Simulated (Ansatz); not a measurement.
## Is this Si₂C stable against decomposition?

Method: DFT PBE, scalar-relativistic, plane waves, PAW (Ansatz 0.2.0). All cells share a 420 eV cutoff and Γ-centred k meshes spaced at most about 0.3 Å⁻¹ (about 0.25 or finer for metals, 2π included). No spin polarisation.

The zero of energy is the elements' standard structures at the same level; no fitted shifts are applied.

These are static total energies at zero pressure. The reference form of C is held partly by dispersion forces, which this level lacks.

The competitors are the elements and 1 reference phase of this chemical system (from databases or known types: SiC), relaxed at the same level; other known phases may be missing.

The candidate was reached from: Li2Pd type (P6/mmm).

```cif
data_structure
_symmetry_space_group_name_H-M 'P6/mmm'
_symmetry_Int_Tables_number 191
_cell_length_a 4.1255
_cell_length_b 4.1255
_cell_length_c 2.5638
_cell_angle_alpha 90.000
_cell_angle_beta 90.000
_cell_angle_gamma 120.000
_cell_volume 37.79
loop_
_atom_site_label
_atom_site_type_symbol
_atom_site_symmetry_multiplicity
_atom_site_Wyckoff_symbol
_atom_site_fract_x
_atom_site_fract_y
_atom_site_fract_z
_atom_site_occupancy
Si1 Si 2 d 0.33333 0.66667 0.50000 1
C1 C 1 a 0.00000 0.00000 0.00000 1
```

Task: Where does it stand against these competitors?

Result: Not stable. Its formation energy is 1.875 eV/atom. The lowest competing mixture at this composition is this:

| phase | space group | source | share of atoms | ΔE_f (eV/atom) |
| --- | --- | --- | --- | --- |
| Si | - | element | 0.3333 | -0.0007 |
| SiC | P6_3mc (No. 186) | Materials Project | 0.6667 | -0.204 |

The lowest database cell of Si (-0.0007) lies slightly below the reference, hence the non-zero entry.

The mixture lies at -0.136 eV/atom, and the candidate lies 2.01 eV/atom above it. The candidate matches no cell in the subsets of the Crystallography Open Database and the Materials Project at hand. A phase this far over the hull is unlikely to be made. It holds Si–Si nets (shortest 2.38 Å).
